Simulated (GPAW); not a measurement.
Al:

```
Al
1.0
    -1.59122    1.59122    1.59122
     1.59122   -1.59122    1.59122
     1.59122    1.59122   -1.59122
Al
1
Direct
  0.00000 0.00000 0.00000
```

This isn't the form of Al at room conditions, which is fcc.

- Program: GPAW 26.7.0
- Task: single point
- Functional: PBE
- Potentials or basis: GPAW PAW data sets (gpaw-data 1.2.1)
- Cutoff: 600 eV
- Basis: pw
- k mesh: 12 × 12 × 12
- Occupations: fermi-dirac, width 0.05 eV
- Spin: no spin polarisation

On this cell: pressure 4.0 GPa; band gap on the k mesh none (metal or under the smearing width).

The same run follows on a disturbed copy (cell strained at random at fixed volume):

```xyz
1
Lattice="-1.6989 1.5643 1.6008 1.6310 -1.5829 1.5514 1.6604 1.5443 -1.6194" Properties=species:S:1:pos:R:3 pbc="T T T"
Al    0.0311   -0.0117    0.0086
```

**Question.** What changes?

**Answer.** The energy (extrapolated to zero smearing) moves by +1.5 meV/atom; pressure 4.1 GPa; band gap on the k mesh none (metal or under the smearing width).

Stress tensor (GPa, compression positive):
```
5.22 0.48 1.43
0.48 3.52 0.59
1.43 0.59 3.56
```
